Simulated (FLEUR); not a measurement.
# Si (P6/mmm) in FLEUR: further runs

One crystal, Si, is run at these levels: r2SCAN; tasks: equation of state.

All numbers are computed with FLEUR MaX-R8.1 (later development tree); they aren't measurements. Logs are shortened: lines on timing, memory, paths and dates and some standing lists are left out, and cuts for length are marked.

### 1 The structure

Symmetry: P6/mmm, No. 191, hexagonal system. Conventional cell: a = 2.621 Å, b = 2.621 Å, c = 2.466 Å, α = 90.00°, β = 90.00°, γ = 120.00°. Around Si (site symmetry 6/mmm) lie 8 Si at 2.47 to 2.62 Å.

This isn't the form of Si at room conditions, which is diamond.

### 2 Equation of state, r2SCAN, 13.79 Å³/atom (volume scaled by 0.94)

inp.xml reads:

```xml
<?xml version="1.0" encoding="UTF-8" standalone="no"?>
<fleurInput fleurInputVersion="0.39">
   <comment>
      Si                                                                                                  
   </comment>
   <calculationSetup>
      <cutoffs Kmax="4.64" Gmax="14.4" GmaxXC="14.4" numbands="0"/>
      <scfLoop itmax="80" minDistance="0.0001" maxIterBroyd="30" imix="Anderson" alpha="0.05" precondParam="0.0" spinf="2.0" sdNocoIR="T"/>
      <coreElectrons ctail="F" frcor="F" kcrel="0" coretail_lmax="0"/>
      <xcFunctional name="LibXC" relativisticCorrections="F">
         <LibXCName exchange="mgga_x_r2scan" correlation="mgga_c_r2scan"/>
         <AuxGGA exchange="117" correlation="130"/>
      </xcFunctional>
      <magnetism jspins="1"/>
      <soc l_soc="F" theta="0.0" phi="0.0" spav="F"/>
      <expertModes spex="0" secvar="F"/>
      <geometryOptimization l_f="F" forcealpha="1.0" forcemix="BFGS" epsdisp="0.00001" epsforce="0.00001"/>
      <ldaU l_linMix="F" mixParam="0.05" spinf="1.0"/>
   </calculationSetup>
   <cell>
      <bzIntegration valenceElectrons="12.0" mode="hist" fermiSmearingEnergy="0.00183747">
         <kPointListSelection listName="default-1"/>
         <!-- k-points included here -->
         <xi:include xmlns:xi="http://www.w3.org/2001/XInclude" href="kpts.xml"> </xi:include>
      </bzIntegration>
      <!-- symmetry operations included here -->
      <xi:include xmlns:xi="http://www.w3.org/2001/XInclude" href="sym.xml"> </xi:include>
      <bulkLattice scale="0.9795861087">
         <bravaisMatrix>
            <row-1>    4.9521082179493519     0.0000000000000000     0.0000000000000000</row-1>
            <row-2>   -2.4760541090691621     4.2886515190183623     0.0000000000000000</row-2>
            <row-3>    0.0000000000000000     0.0000000000000000     4.6607343233048963</row-3>
         </bravaisMatrix>
      </bulkLattice>
   </cell>
   <atomSpecies>
      <species name="Silicon (Si)" element="Si" atomicNumber="14">
         <mtSphere radius="2.11" gridPoints="715" logIncrement="0.016"/>
         <atomicCutoffs lmax="9" lnonsphr="9"/>
         <electronConfig flipSpins="F">
            <coreConfig>(1s1/2)</coreConfig>
            <valenceConfig>(2s1/2) (2p1/2) (2p3/2) (3s1/2) (3p1/2) (3p3/2)</valenceConfig>
            <stateOccupation state="(3p1/2)" spinUp="0.333333" spinDown="0.333333"/>
            <stateOccupation state="(3p3/2)" spinUp="0.666667" spinDown="0.666667"/>
         </electronConfig>
         <energyParameters s="3" p="3" d="3" f="4"/>
         <lo type="SCLO" l="0" n="2" eDeriv="0"/>
         <lo type="SCLO" l="1" n="2" eDeriv="0"/>
         <lo type="SCLO" l="2" n="3" eDeriv="2"/>
         <lo type="SCLO" l="3" n="4" eDeriv="2"/>
      </species>
   </atomSpecies>
   <atomGroups>
      <atomGroup species="Silicon (Si)">
         <relPos label="                   1">.0000000000 .0000000000 .0000000000</relPos>
         <force calculate="T" relaxXYZ="TTT"/>
      </atomGroup>
   </atomGroups>
   <output dos="F" band="F" slice="F">
      <checks vchk="F" cdinf="F"/>
      <bandDOS minEnergy="-.5*Htr" maxEnergy="0.5*Htr" sigma="0.015" storeEVData="T"/>
      <vacuumDOS vacdos="F" integ="F" star="F" nstars="0" locx1="0.0" locy1="0.0" locx2="0.0" locy2="0.0" nstm="0" tworkf="0.0"/>
      <unfoldingBand unfoldBand="F" supercellX="1" supercellY="1" supercellZ="1"/>
      <plotting iplot="0" polar="F">
         <plot TwoD="T" vec1="  1.0  0.0  0.0" vec2="  0.0  1.0  0.0" vec3="  0.0  0.0  1.0" zero="  0.0  0.0  0.0" file="plot"/>
      </plotting>
      <chargeDensitySlicing numkpt="0" minEigenval="0.0" maxEigenval="0.0" nnne="0" pallst="F"/>
      <specialOutput eonly="F"/>
      <moessbauerParams electricFieldGradient="T" isomerShift="T" coreHyperfine="T" valenceHyperfine="T"/>
      <magneticCircularDichroism mcd="F" energyLo="-10.0" energyUp="0.0"/>
   </output>
  <!-- We include the file relax.xml here to enable relaxations (see documentation) -->
  <xi:include xmlns:xi="http://www.w3.org/2001/XInclude" href="relax.xml"> <xi:fallback/> </xi:include>
</fleurInput>
```

Potentials or basis: all-electron, FLAPW.

Launch:

```sh
inpgen -f crystal.txt -profile fastHighL
# inp.xml edited to the form shown
fleur_MPI
```

The log of the run:

```text
Welcome to FLEUR        (www.flapw.de)
      MaX-Release 8.1          (www.max-centre.eu)
 func_ids         498         497         498         497
 MetaGGA potential functional detected - V_tau will be computed
 Auxiliary Potential for radial basis: exchange=         117  correlation=         130
The functional 'Re-regularized SCAN exchange by Furness et al' is an exchange functional, it belongs to the 'MGGA' family and is defined in the reference(s):
[1] J. W. Furness, A. D. Kaplan, J. Ning, J. P. Perdew, and J. Sun.,  J. Phys. Chem. Lett. 11, 8208-8215 (2020)
[2] J. W. Furness, A. D. Kaplan, J. Ning, J. P. Perdew, and J. Sun.,  J. Phys. Chem. Lett. 11, 9248-9248 (2020)
The functional 'Re-regularized SCAN correlation by Furness et al' is a correlation functional, it belongs to the 'MGGA' family and is defined in the reference(s):
[1] J. W. Furness, A. D. Kaplan, J. Ning, J. P. Perdew, and J. Sun.,  J. Phys. Chem. Lett. 11, 8208-8215 (2020)
[2] J. W. Furness, A. D. Kaplan, J. Ning, J. P. Perdew, and J. Sun.,  J. Phys. Chem. Lett. 11, 9248-9248 (2020)
 Using same functional for VXC and EXC

 ========== k-point set info ==========
 Selected k-point list: default-1
 k-point list type: mesh
 12 x 12 x 11
 Number of k points: 114

 ------------Calculation Setup---------------------------
 Number of MPI-tasks      :            1
 Number of PE/node        :            1
 Number of OMP-threads    :            1
 Most efficient MPI parallelization for:
           1           2           3           6          19          38          57         114
 Additional eigenvalue parallelization possible
 Number of basis functions:          202
 Approximate size of matrices (H+S) per k-point:         0.001 GB
 --------------------------------------------------------
The functional 'Hammer, Hansen, and Norskov' is an exchange functional, it belongs to the 'GGA' family and is defined in the reference(s):
[1] B. Hammer, L. B. Hansen, and J. K. Nørskov.,  Phys. Rev. B 59, 7413 (1999)
The functional 'Perdew, Burke & Ernzerhof' is a correlation functional, it belongs to the 'GGA' family and is defined in the reference(s):
[1] J. P. Perdew, K. Burke, and M. Ernzerhof.,  Phys. Rev. Lett. 77, 3865 (1996)
[2] J. P. Perdew, K. Burke, and M. Ernzerhof.,  Phys. Rev. Lett. 78, 1396 (1997)
 Using same functional for VXC and EXC
 Using auxiliary GGA potential for the first iteration of MetaGGA calculation.
 Reset of history
 Reset of history
 Iteration:     1   Distance:      13.64461860 me/bohr^3
The functional 'Hammer, Hansen, and Norskov' is an exchange functional, it belongs to the 'GGA' family and is defined in the reference(s):
[1] B. Hammer, L. B. Hansen, and J. K. Nørskov.,  Phys. Rev. B 59, 7413 (1999)
The functional 'Perdew, Burke & Ernzerhof' is a correlation functional, it belongs to the 'GGA' family and is defined in the reference(s):
[1] J. P. Perdew, K. Burke, and M. Ernzerhof.,  Phys. Rev. Lett. 77, 3865 (1996)
[2] J. P. Perdew, K. Burke, and M. Ernzerhof.,  Phys. Rev. Lett. 78, 1396 (1997)
 Using same functional for VXC and EXC
 Iteration:     2   Distance:      13.33161676 me/bohr^3
The functional 'Hammer, Hansen, and Norskov' is an exchange functional, it belongs to the 'GGA' family and is defined in the reference(s):
[1] B. Hammer, L. B. Hansen, and J. K. Nørskov.,  Phys. Rev. B 59, 7413 (1999)
The functional 'Perdew, Burke & Ernzerhof' is a correlation functional, it belongs to the 'GGA' family and is defined in the reference(s):
[1] J. P. Perdew, K. Burke, and M. Ernzerhof.,  Phys. Rev. Lett. 77, 3865 (1996)
[2] J. P. Perdew, K. Burke, and M. Ernzerhof.,  Phys. Rev. Lett. 78, 1396 (1997)
 Using same functional for VXC and EXC
 Iteration:     3   Distance:      12.62931333 me/bohr^3
The functional 'Hammer, Hansen, and Norskov' is an exchange functional, it belongs to the 'GGA' family and is defined in the reference(s):
[1] B. Hammer, L. B. Hansen, and J. K. Nørskov.,  Phys. Rev. B 59, 7413 (1999)
The functional 'Perdew, Burke & Ernzerhof' is a correlation functional, it belongs to the 'GGA' family and is defined in the reference(s):
[1] J. P. Perdew, K. Burke, and M. Ernzerhof.,  Phys. Rev. Lett. 77, 3865 (1996)
[2] J. P. Perdew, K. Burke, and M. Ernzerhof.,  Phys. Rev. Lett. 78, 1396 (1997)
 Using same functional for VXC and EXC
 Iteration:     4   Distance:       1.03367830 me/bohr^3
The functional 'Hammer, Hansen, and Norskov' is an exchange functional, it belongs to the 'GGA' family and is defined in the reference(s):
[1] B. Hammer, L. B. Hansen, and J. K. Nørskov.,  Phys. Rev. B 59, 7413 (1999)
The functional 'Perdew, Burke & Ernzerhof' is a correlation functional, it belongs to the 'GGA' family and is defined in the reference(s):
[1] J. P. Perdew, K. Burke, and M. Ernzerhof.,  Phys. Rev. Lett. 77, 3865 (1996)
[2] J. P. Perdew, K. Burke, and M. Ernzerhof.,  Phys. Rev. Lett. 78, 1396 (1997)
 Using same functional for VXC and EXC
 Iteration:     5   Distance:       0.56241969 me/bohr^3
The functional 'Hammer, Hansen, and Norskov' is an exchange functional, it belongs to the 'GGA' family and is defined in the reference(s):
[1] B. Hammer, L. B. Hansen, and J. K. Nørskov.,  Phys. Rev. B 59, 7413 (1999)
The functional 'Perdew, Burke & Ernzerhof' is a correlation functional, it belongs to the 'GGA' family and is defined in the reference(s):
[1] J. P. Perdew, K. Burke, and M. Ernzerhof.,  Phys. Rev. Lett. 77, 3865 (1996)
[2] J. P. Perdew, K. Burke, and M. Ernzerhof.,  Phys. Rev. Lett. 78, 1396 (1997)
 Using same functional for VXC and EXC
 Iteration:     6   Distance:       0.17435937 me/bohr^3
The functional 'Hammer, Hansen, and Norskov' is an exchange functional, it belongs to the 'GGA' family and is defined in the reference(s):
[1] B. Hammer, L. B. Hansen, and J. K. Nørskov.,  Phys. Rev. B 59, 7413 (1999)
The functional 'Perdew, Burke & Ernzerhof' is a correlation functional, it belongs to the 'GGA' family and is defined in the reference(s):
[1] J. P. Perdew, K. Burke, and M. Ernzerhof.,  Phys. Rev. Lett. 77, 3865 (1996)
[2] J. P. Perdew, K. Burke, and M. Ernzerhof.,  Phys. Rev. Lett. 78, 1396 (1997)
 Using same functional for VXC and EXC
 Iteration:     7   Distance:       0.03522851 me/bohr^3
The functional 'Hammer, Hansen, and Norskov' is an exchange functional, it belongs to the 'GGA' family and is defined in the reference(s):
[1] B. Hammer, L. B. Hansen, and J. K. Nørskov.,  Phys. Rev. B 59, 7413 (1999)
The functional 'Perdew, Burke & Ernzerhof' is a correlation functional, it belongs to the 'GGA' family and is defined in the reference(s):
[1] J. P. Perdew, K. Burke, and M. Ernzerhof.,  Phys. Rev. Lett. 77, 3865 (1996)
[2] J. P. Perdew, K. Burke, and M. Ernzerhof.,  Phys. Rev. Lett. 78, 1396 (1997)
 Using same functional for VXC and EXC
 Iteration:     8   Distance:       0.02516087 me/bohr^3
The functional 'Hammer, Hansen, and Norskov' is an exchange functional, it belongs to the 'GGA' family and is defined in the reference(s):
[1] B. Hammer, L. B. Hansen, and J. K. Nørskov.,  Phys. Rev. B 59, 7413 (1999)
The functional 'Perdew, Burke & Ernzerhof' is a correlation functional, it belongs to the 'GGA' family and is defined in the reference(s):
[1] J. P. Perdew, K. Burke, and M. Ernzerhof.,  Phys. Rev. Lett. 77, 3865 (1996)
[2] J. P. Perdew, K. Burke, and M. Ernzerhof.,  Phys. Rev. Lett. 78, 1396 (1997)
 Using same functional for VXC and EXC
 Iteration:     9   Distance:       0.00361163 me/bohr^3
The functional 'Hammer, Hansen, and Norskov' is an exchange functional, it belongs to the 'GGA' family and is defined in the reference(s):
[1] B. Hammer, L. B. Hansen, and J. K. Nørskov.,  Phys. Rev. B 59, 7413 (1999)
The functional 'Perdew, Burke & Ernzerhof' is a correlation functional, it belongs to the 'GGA' family and is defined in the reference(s):
[1] J. P. Perdew, K. Burke, and M. Ernzerhof.,  Phys. Rev. Lett. 77, 3865 (1996)
[2] J. P. Perdew, K. Burke, and M. Ernzerhof.,  Phys. Rev. Lett. 78, 1396 (1997)
 Using same functional for VXC and EXC
 Iteration:    10   Distance:       0.00288807 me/bohr^3
The functional 'Hammer, Hansen, and Norskov' is an exchange functional, it belongs to the 'GGA' family and is defined in the reference(s):
[1] B. Hammer, L. B. Hansen, and J. K. Nørskov.,  Phys. Rev. B 59, 7413 (1999)
The functional 'Perdew, Burke & Ernzerhof' is a correlation functional, it belongs to the 'GGA' family and is defined in the reference(s):
[1] J. P. Perdew, K. Burke, and M. Ernzerhof.,  Phys. Rev. Lett. 77, 3865 (1996)
[2] J. P. Perdew, K. Burke, and M. Ernzerhof.,  Phys. Rev. Lett. 78, 1396 (1997)
 Using same functional for VXC and EXC
 Iteration:    11   Distance:       0.00059027 me/bohr^3
The functional 'Hammer, Hansen, and Norskov' is an exchange functional, it belongs to the 'GGA' family and is defined in the reference(s):
[1] B. Hammer, L. B. Hansen, and J. K. Nørskov.,  Phys. Rev. B 59, 7413 (1999)
The functional 'Perdew, Burke & Ernzerhof' is a correlation functional, it belongs to the 'GGA' family and is defined in the reference(s):
[1] J. P. Perdew, K. Burke, and M. Ernzerhof.,  Phys. Rev. Lett. 77, 3865 (1996)
[2] J. P. Perdew, K. Burke, and M. Ernzerhof.,  Phys. Rev. Lett. 78, 1396 (1997)
 Using same functional for VXC and EXC
 Iteration:    12   Distance:       0.00031306 me/bohr^3
The functional 'Hammer, Hansen, and Norskov' is an exchange functional, it belongs to the 'GGA' family and is defined in the reference(s):
[1] B. Hammer, L. B. Hansen, and J. K. Nørskov.,  Phys. Rev. B 59, 7413 (1999)
The functional 'Perdew, Burke & Ernzerhof' is a correlation functional, it belongs to the 'GGA' family and is defined in the reference(s):
[1] J. P. Perdew, K. Burke, and M. Ernzerhof.,  Phys. Rev. Lett. 77, 3865 (1996)
[2] J. P. Perdew, K. Burke, and M. Ernzerhof.,  Phys. Rev. Lett. 78, 1396 (1997)
 Using same functional for VXC and EXC
 Iteration:    13   Distance:       0.00001933 me/bohr^3

 ********************************************************************
 Run finished successfully
 Stop message:
   all done
 ********************************************************************
```

Wall time 12 s (1 thread of AMD EPYC 9R45 (Zen 5), shared host); peak memory 0.07 GiB.

What came out:

| Item | Value |
| --- | --- |
| Free energy | -7894.9045 eV |
| Band gap on the k mesh | none (metal or under the smearing width) |
| Valence electrons inside the program's atomic spheres | Si 10.06 (radii Si 2.11 bohr) |

Caveat: the meta-GGA is that of a development version, with a GGA for the radial functions and cores and without core tails.

### 3 Equation of state, r2SCAN, 14.08 Å³/atom (volume scaled by 0.96)

inp.xml, as its differences from that of step 2:

```diff
@@ -27,3 +27,3 @@
       <xi:include xmlns:xi="http://www.w3.org/2001/XInclude" href="sym.xml"> </xi:include>
-      <bulkLattice scale="0.9795861087">
+      <bulkLattice scale="0.9864848297">
          <bravaisMatrix>
```

Potentials or basis: all-electron, FLAPW.

Launch:

```sh
inpgen -f crystal.txt -profile fastHighL
# inp.xml edited to the form shown
fleur_MPI
```

It took 12 s on 1 thread of AMD EPYC 9R45 (Zen 5), shared host; peak memory 0.07 GiB.

The run converged. Its results:

```yaml
Free_energy: -7894.9209 eV
Band_gap_on_the_k_mesh: none (metal or under the smearing width)
Valence_electrons_inside_the_program's_atomic_spheres: Si 10.04 (radii Si 2.11 bohr)
```

Caveat: the meta-GGA is that of a development version, with a GGA for the radial functions and cores and without core tails.

### 4 Equation of state, r2SCAN, 14.67 Å³/atom

inp.xml, as its differences from that of step 3:

```diff
@@ -27,3 +27,3 @@
       <xi:include xmlns:xi="http://www.w3.org/2001/XInclude" href="sym.xml"> </xi:include>
-      <bulkLattice scale="0.9864848297">
+      <bulkLattice scale="1.0000000000">
          <bravaisMatrix>
```

Launch:

```sh
inpgen -f crystal.txt -profile fastHighL
# inp.xml edited to the form shown
fleur_MPI
```

Run time: 13 s. Hardware: 1 thread of AMD EPYC 9R45 (Zen 5), shared host; peak memory 0.07 GiB.

The run converged. Its results:

| Property | Result |
| --- | --- |
| Free energy | -7894.9377 eV |
| Band gap on the k mesh | none (metal or under the smearing width) |
| Valence electrons inside the program's atomic spheres | Si 9.99 (radii Si 2.11 bohr) |

Caveat: the meta-GGA is that of a development version, with a GGA for the radial functions and cores and without core tails.

### 5 Equation of state, r2SCAN, 15.25 Å³/atom (volume scaled by 1.04)

inp.xml, as its differences from that of step 4:

```diff
@@ -27,3 +27,3 @@
       <xi:include xmlns:xi="http://www.w3.org/2001/XInclude" href="sym.xml"> </xi:include>
-      <bulkLattice scale="1.0000000000">
+      <bulkLattice scale="1.0131594038">
          <bravaisMatrix>
```

Launch:

```sh
inpgen -f crystal.txt -profile fastHighL
# inp.xml edited to the form shown
fleur_MPI
```

Wall time 12 s (1 thread of AMD EPYC 9R45 (Zen 5), shared host); peak memory 0.07 GiB.

The run converged. Its results:

- Free energy: -7894.9364 eV
- Band gap on the k mesh: none (metal or under the smearing width)
- Valence electrons inside the program's atomic spheres: Si 9.96 (radii Si 2.11 bohr)

Caveat: the meta-GGA is that of a development version, with a GGA for the radial functions and cores and without core tails.

### 6 Equation of state, r2SCAN, 15.55 Å³/atom (volume scaled by 1.06)

inp.xml, as its differences from that of step 5:

```diff
@@ -27,3 +27,3 @@
       <xi:include xmlns:xi="http://www.w3.org/2001/XInclude" href="sym.xml"> </xi:include>
-      <bulkLattice scale="1.0131594038">
+      <bulkLattice scale="1.0196128224">
          <bravaisMatrix>
```

Potentials or basis: all-electron, FLAPW.

Launch:

```sh
inpgen -f crystal.txt -profile fastHighL
# inp.xml edited to the form shown
fleur_MPI
```

It took 13 s on 1 thread of AMD EPYC 9R45 (Zen 5), shared host; peak memory 0.07 GiB.

The run converged. Its results:

* Free energy: -7894.9302 eV
* Band gap on the k mesh: none (metal or under the smearing width)
* Valence electrons inside the program's atomic spheres: Si 9.94 (radii Si 2.11 bohr)

Caveat: the meta-GGA is that of a development version, with a GGA for the radial functions and cores and without core tails.

### 7 Equation of state, r2SCAN

Potentials or basis: all-electron, FLAPW.

This step only gathers the single runs of the series.

What came out:

- Equilibrium volume: 14.91 Å³/atom
- Bulk modulus at fixed shape and positions: 113 GPa

Energy against volume, from the lowest point:
| volume (Å³/atom) | energy (meV/atom) |
| --- | --- |
| 13.788 | 33.19 |
| 14.081 | 16.73 |
| 14.668 | 0.00 |
| 15.255 | 1.21 |
| 15.548 | 7.44 |

Caveat: the meta-GGA is that of a development version, with a GGA for the radial functions and cores and without core tails; the cell was scaled at fixed shape and fractional positions, which overstates the stiffness of a crystal with free parameters, most of all of layers and chains.
